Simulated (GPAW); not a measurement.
# TiB2 (P6/mmm) in GPAW: reference runs

Reference runs on TiB2: the cell as given and a disturbed copy.

Program: GPAW 26.7.0. These are calculated values, not measurements. Logs are shortened: lines on timing, memory, paths and dates and some standing lists are left out, and cuts for length are marked. The log counts tension as positive stress, the text compression.

## (1) The crystal as given

It takes space group P6/mmm (No. 191, hexagonal). The conventional cell has a = 3.029 Å, b = 3.029 Å, c = 3.228 Å, α = 90.00°, β = 90.00°, γ = 120.00°. Around Ti (site symmetry 6/mmm) lie 12 B at 2.38 Å. Around B (site symmetry -6m2) lie 3 B at 1.75 Å.

## (2) Single point, PBEsol

The input, run.py:

```python
from ase import Atoms
from ase.dft.bandgap import bandgap
from ase.io import write
from ase.units import Bohr, GPa
from gpaw import GPAW, PW, setup_paths
from gpaw.elf import elf_from_dft_calculation

setup_paths.insert(0, '.')

atoms = Atoms(['Ti', 'B', 'B'],
              cell=[[3.0292, 0.0, 0.0],
                    [-1.5146, 2.6233641531, 0.0],
                    [0.0, 0.0, 3.2284]],
              scaled_positions=[[0.0, 0.0, 0.0],
                                [0.6666666667, 0.3333333333, 0.5],
                                [0.3333333333, 0.6666666667, 0.5]],
              pbc=True)

calc = GPAW(mode=PW(800),
            xc='PBEsol',
            kpts={'size': (10, 10, 8), 'gamma': True},
            occupations={'name': 'fermi-dirac', 'width': 0.05},
            nbands=20,
            convergence={'density': 1e-05, 'energy': 1e-05},
            maxiter=150,
            txt='gpaw.txt')
atoms.calc = calc
energy = atoms.get_potential_energy()
forces = atoms.get_forces()
stress = atoms.get_stress()
calc.write('gs.gpw')
write('result.traj', atoms)
print(f'Energy: {energy:.6f} eV')
print('Forces (eV/A):')
print(forces.round(4))
print('Stress (GPa):', (stress / GPa).round(3))
print('Fermi level:', round(calc.get_fermi_level(), 4), 'eV')
print(f'Gap: {bandgap(calc)[0]:.4f} eV, direct: {bandgap(calc, direct=True)[0]:.4f} eV')

# fields on the real-space grid
write('density.cube', atoms, data=calc.get_pseudo_density() * Bohr**3)
write('potential.cube', atoms, data=calc.get_electrostatic_potential())
write('elf.cube', atoms, data=elf_from_dft_calculation(calc).data)
```

Potentials or basis: PAW data sets generated in the run's folder for this functional, pw.

On the command line:

```sh
> gpaw-setup -f PBEsol B Ti
> OMP_NUM_THREADS=1 python run.py
```

gpaw.txt:

```text
__  _  _
 | _ |_)|_||  |
 |__||  | ||/\| - 26.7.0

Input parameters:
  mode=PW(ecut=800.0),
  convergence={'density': 1e-05, 'energy': 1e-05},
  kpts=MonkhorstPack(size=(10, 10, 8), gamma=True),
  maxiter=150,
  nbands=20,
  occupations=Occupations(name='fermi-dirac', width=0.05),
  xc=XC(name='PBEsol')

Diagonalizing LCAO Hamiltonian
Converting LCAO to pw mode

         B  B

       Ti

Atoms  # Å, Bohr magnetons
|   | symbol |         x |        y |        z |    initial magnetic moments |
|---|--------|-----------|----------|----------|-----------------------------|
| 0 |     Ti |  0.000000 | 0.000000 | 0.000000 | ( 0.0000,  0.0000,  0.0000) |
| 1 |      B |  1.514600 | 0.874455 | 1.614200 | ( 0.0000,  0.0000,  0.0000) |
| 2 |      B | -0.000000 | 1.748909 | 1.614200 | ( 0.0000,  0.0000,  0.0000) |

Unit cell  # Å
| periodic |         x |        y |        z |  lengths |     angles |
|----------|-----------|----------|----------|----------|------------|
|      yes |  3.029200 | 0.000000 | 0.000000 | 3.029200 |  90.000000 |
|      yes | -1.514600 | 2.623364 | 0.000000 | 3.029200 |  90.000000 |
|      yes |  0.000000 | 0.000000 | 3.228400 | 3.228400 | 120.000000 |

Number of symmetries: 24
Symmetry operations  # r_c * U_cc + t_c -> r_c
|    | kind |            matrix            |
|----|------|------------------------------|
|  0 |  σ   |  1, 1, 0,  0,-1, 0,  0, 0, 1 |
|  1 |  C2  |  1, 1, 0,  0,-1, 0,  0, 0,-1 |
|  2 |  C6  |  1, 1, 0, -1, 0, 0,  0, 0, 1 |
|  3 |  S6  |  1, 1, 0, -1, 0, 0,  0, 0,-1 |
|  4 |  E   |  1, 0, 0,  0, 1, 0,  0, 0, 1 |
|  5 |  σ   |  1, 0, 0,  0, 1, 0,  0, 0,-1 |
|  6 |  σ   |  1, 0, 0, -1,-1, 0,  0, 0, 1 |
|  7 |  C2  |  1, 0, 0, -1,-1, 0,  0, 0,-1 |
|  8 |  σ   |  0, 1, 0,  1, 0, 0,  0, 0, 1 |
|  9 |  C2  |  0, 1, 0,  1, 0, 0,  0, 0,-1 |
| 10 |  C3  |  0, 1, 0, -1,-1, 0,  0, 0, 1 |
| 11 |  S3  |  0, 1, 0, -1,-1, 0,  0, 0,-1 |
| 12 |  C6  |  0,-1, 0,  1, 1, 0,  0, 0, 1 |
| 13 |  S6  |  0,-1, 0,  1, 1, 0,  0, 0,-1 |
| 14 |  σ   |  0,-1, 0, -1, 0, 0,  0, 0, 1 |
| 15 |  C2  |  0,-1, 0, -1, 0, 0,  0, 0,-1 |
| 16 |  σ   | -1, 0, 0,  1, 1, 0,  0, 0, 1 |
| 17 |  C2  | -1, 0, 0,  1, 1, 0,  0, 0,-1 |
| 18 |  C2  | -1, 0, 0,  0,-1, 0,  0, 0, 1 |
| 19 |  i   | -1, 0, 0,  0,-1, 0,  0, 0,-1 |
| 20 |  C3  | -1,-1, 0,  1, 0, 0,  0, 0, 1 |
| 21 |  S3  | -1,-1, 0,  1, 0, 0,  0, 0,-1 |
| 22 |  σ   | -1,-1, 0,  0, 1, 0,  0, 0, 1 |
| 23 |  C2  | -1,-1, 0,  0, 1, 0,  0, 0,-1 |

BZ-sampling:
  Number of BZ points: 800
  Number of IBZ points: 70

  Monkhorst-Pack size: [10, 10, 8]
  Monkhorst-Pack shift: [0.05, 0.05, 0.0625]

K-points  # in reciprocal-cell coordinates
|     |                                coordinates |     weight |
|-----|--------------------------------------------|------------|
|   0 | (  0.00000000,   0.00000000,   0.00000000) | 0.00125000 |
|   1 | (  0.00000000,   0.00000000,   0.12500000) | 0.00250000 |
|   2 | (  0.00000000,   0.00000000,   0.25000000) | 0.00250000 |
|   3 | (  0.00000000,   0.00000000,   0.37500000) | 0.00250000 |
|   4 | (  0.00000000,   0.00000000,   0.50000000) | 0.00125000 |
|   5 | (  0.10000000,   0.00000000,   0.00000000) | 0.00750000 |
|   6 | (  0.10000000,   0.00000000,   0.12500000) | 0.01500000 |
|   7 | (  0.10000000,   0.00000000,   0.25000000) | 0.01500000 |
|   8 | (  0.10000000,   0.00000000,   0.37500000) | 0.01500000 |
|   9 | (  0.10000000,   0.00000000,   0.50000000) | 0.00750000 |
| ... |                                            |            |
|  69 | (  0.50000000,   0.50000000,   0.50000000) | 0.00375000 |

Plane wave coefficients: 1328
Cutoff: 800.0 eV

Spin-components: 1 (collinear spins)
Bands:           20
Projectors:      16
Spin-degeneracy: 2
Datatype:        complex128

Parallelization:
  kpt:    1
  domain: 1
  band:   1

Density:
  Valence electrons: 18.0
  Components: 1
  Grid points: [20 20 24]
  Charge: 0.0  # |e|

Potential:
  Grid points: [20 20 24]

species:
  Ti:
    name:    Titanium
    Z:       22.0
    valence: 12
    core:    10
    charge:  0.0  # [|e|]
    compensation charges:
      type: gauss
      rc: 0.38  # [Å]
      lmax: 2
    cutoffs:
      filter: 2.23  # [Å]
      core: 1.02  # [Å]
    projectors
    | kind |    occ | energy [eV] | rcut [Å] |
    |------|--------|-------------|----------|
    |   3s |  2.000 |     -62.441 |    1.270 |
    |   4s |  2.000 |      -4.477 |    1.270 |
    |   3p |  6.000 |     -38.776 |    1.058 |
    |   4p |  0.000 |      -1.449 |    1.058 |
    |   3d |  2.000 |      -4.275 |    1.058 |
    |    d |        |      22.937 |    1.058 |

    Using partial waves for Ti as LCAO basis

  B:
    name:    Boron
    Z:       5.0
    valence: 3
    core:    2
    charge:  0.0  # [|e|]
    compensation charges:
      type: gauss
      rc: 0.20  # [Å]
      lmax: 2
    cutoffs:
      filter: 1.14  # [Å]
      core: 1.42  # [Å]
    projectors
    | kind |    occ | energy [eV] | rcut [Å] |
    |------|--------|-------------|----------|
    |   2s |  2.000 |      -9.361 |    0.635 |
    |   2p |  1.000 |      -3.555 |    0.635 |
    |    s |        |      17.850 |    0.635 |
    |    p |        |      23.657 |    0.635 |
    |    d |        |       0.000 |    0.635 |

    Using partial waves for B as LCAO basis

Reference energy: -24529.462339  # eV

eigensolver:
  PPCG
  Converge bands: occupied
  niter=2

density mixing:
  MSR1-Mixer
  Pratt-step length: 0.05
  Maximum mixing coefficient: 0.75
  Old densities: 10
  SVD Regularization: 0.005
  Good broyden scale: 1.0
  Trust region scale: 1.0
  Backstep threshold: 4.0
  History deletion threshold: 6.0
  Fourier metric: weight=20.0, sigma=0.015

occupation numbers:
  Fermi-Dirac:
    width: 0.0500  # eV

poisson solver:
  ecut: 6400.0  # eV

xc functional:
  name: PBEsol with 2 nearest neighbor stencil

convergence criteria:
[... 6 lines left out ...]
|iter     | |      energy | eigst |  dens |
|---------|-|-------------|-------|-------|
|iter:   1| |  -26.493534 | +0.23 |       |
|iter:   2| |  -25.939516 | -2.36 | -0.93 |
|iter:   3| |  -24.749576 | -1.20 | -1.00 |
|iter:   4| |  -24.728466 | -2.57 | -1.71 |
|iter:   5| |  -24.736742 | -3.25 | -2.02 |
|iter:   6| |  -24.736633 | -4.04 | -2.54 |
|iter:   7| |  -24.736619c| -5.42 | -3.17 |
|iter:   8| |  -24.736620c| -7.32 | -4.19 |
|iter:   9| |  -24.736620c| -8.41c| -4.70 |
|iter:  10| |  -24.736620c| -8.58c| -5.38c|

Converged in 10 steps
Energy contributions relative to reference atoms: (reference = -24529.462339)

Energy contributions:
  Kinetic:          20.210668
  Coulomb:         -18.376692
  Zero:              0.051730
  External:          0.000000
  Xc:              -26.619180
  Entropy:          -0.006292
  Spinorbit:         0.000000
  ----------------------------
  Free energy:     -24.739766
  Extrapolated:    -24.736620

dipole moment: (-4.835290, -8.374968, -10.306516)  # |e|*Ang

Fermi level: 11.314
Eigenvalues  # (at kpt = [0.000, 0.000, 0.000])
| band index |      eig [eV] | occ [0-2] |
|------------|---------------|-----------|
|          0 |       -45.294 |     2.000 |
|          1 |       -21.769 |     2.000 |
|          2 |       -21.456 |     2.000 |
|          3 |       -21.456 |     2.000 |
|          4 |        -2.093 |     2.000 |
|          5 |         8.781 |     2.000 |
[... 9 lines left out ...]
|         15 |        18.341 |     0.000 |
|         16 |        20.499 |     0.000 |
|        ... |               |           |
|         19 |        35.354 |     0.000 |

No gap
No difference between direct/indirect transitions

Forces  # eV/Ang
|        x |        y |       z |
|----------|----------|---------|
|  0.00000 |  0.00000 | 0.00000 |  # Ti   0
| -0.00000 |  0.00000 | 0.00000 |  # B    1
|  0.00000 | -0.00000 | 0.00000 |  # B    2

Stress tensor  # eV/Ang^3
|         x |         y |        z |
|-----------|-----------|----------|
|  0.024912 | -0.000000 | 0.000000 |
| -0.000000 |  0.024912 | 0.000000 |
|  0.000000 |  0.000000 | 0.035791 |

# Writing to gs.gpw (mode='')
```

It took 51 s on 1 thread of Intel Xeon Platinum 8259CL at 2.50GHz (Skylake/Cascade Lake), shared host; peak memory 0.18 GiB.

Results:

* Free energy: -24.7398 eV
* Pressure: -4.6 GPa
* Band gap on the k mesh: none (metal or under the smearing width)

## (3) Single point, PBEsol (atoms moved at random, drawn with an rms of 0.05 Å)

run.py, as its differences from that of step 2:

```diff
@@ -3,5 +3,4 @@
 from ase.io import write
-from ase.units import Bohr, GPa
+from ase.units import GPa
 from gpaw import GPAW, PW, setup_paths
-from gpaw.elf import elf_from_dft_calculation
 
@@ -13,5 +12,5 @@
                     [0.0, 0.0, 3.2284]],
-              scaled_positions=[[0.0, 0.0, 0.0],
-                                [0.6666666667, 0.3333333333, 0.5],
-                                [0.3333333333, 0.6666666667, 0.5]],
+              scaled_positions=[[-0.003371, -0.013915, -0.015266],
+                                [0.656398, 0.313478, 0.502741],
+                                [0.331489, 0.666492, 0.494086]],
               pbc=True)
@@ -38,6 +37 @@
 print(f'Gap: {bandgap(calc)[0]:.4f} eV, direct: {bandgap(calc, direct=True)[0]:.4f} eV')
-
-# fields on the real-space grid
-write('density.cube', atoms, data=calc.get_pseudo_density() * Bohr**3)
-write('potential.cube', atoms, data=calc.get_electrostatic_potential())
-write('elf.cube', atoms, data=elf_from_dft_calculation(calc).data)
```

Potentials or basis: PAW data sets generated in the run's folder for this functional, pw.

On the command line:

```sh
> gpaw-setup -f PBEsol B Ti
> OMP_NUM_THREADS=1 python run.py
```

It took 3.4 min on 1 thread of Intel Xeon Platinum 8259CL at 2.50GHz (Skylake/Cascade Lake), shared host; peak memory 0.43 GiB.

Results (log left out):

| Property | Result |
| --- | --- |
| Free energy | -24.7000 eV |
| Pressure | -4.0 GPa |
| Largest force | 0.951 eV/Å |
| Band gap on the k mesh | none (metal or under the smearing width) |

Forces in eV/Å, atoms in the order of the input:
```
Ti  -0.204  0.139  0.626
B    0.045  0.785 -0.467
B    0.160 -0.924 -0.158
```

Stress tensor (GPa, compression positive):
```
-4.61  0.06 -0.16
 0.06 -1.78  0.09
-0.16  0.09 -5.54
```

Levels at points of the mesh, in eV from the Fermi level:
| k point | band 7 | band 8 | band 9 | band 10 | band 11 | band 12 |
| --- | --- | --- | --- | --- | --- | --- |
| (0.00, 0.00, 0.00) | -2.44 | -2.33 | -1.89 | 1.93 | 1.99 | 3.59 |
| (0.00, 0.00, 0.50) | -0.87 | -0.29 | -0.18 | 0.05 | 0.53 | 0.60 |
| (0.00, 0.50, 0.00) | -3.08 | -3.01 | -2.19 | 1.40 | 2.82 | 3.11 |
| (0.00, 0.50, 0.50) | -4.52 | -3.90 | -2.94 | 2.55 | 3.01 | 4.57 |
| (0.50, 0.00, 0.00) | -3.26 | -3.21 | -2.23 | 1.43 | 2.84 | 3.32 |
| (0.50, 0.00, 0.50) | -4.59 | -3.71 | -3.14 | 2.57 | 3.01 | 4.54 |
| (0.50, 0.50, 0.00) | -3.27 | -3.23 | -2.24 | 1.44 | 2.84 | 3.32 |
| (0.50, 0.50, 0.50) | -4.60 | -3.69 | -3.15 | 2.57 | 3.01 | 4.55 |

[end of part 1 of 3]
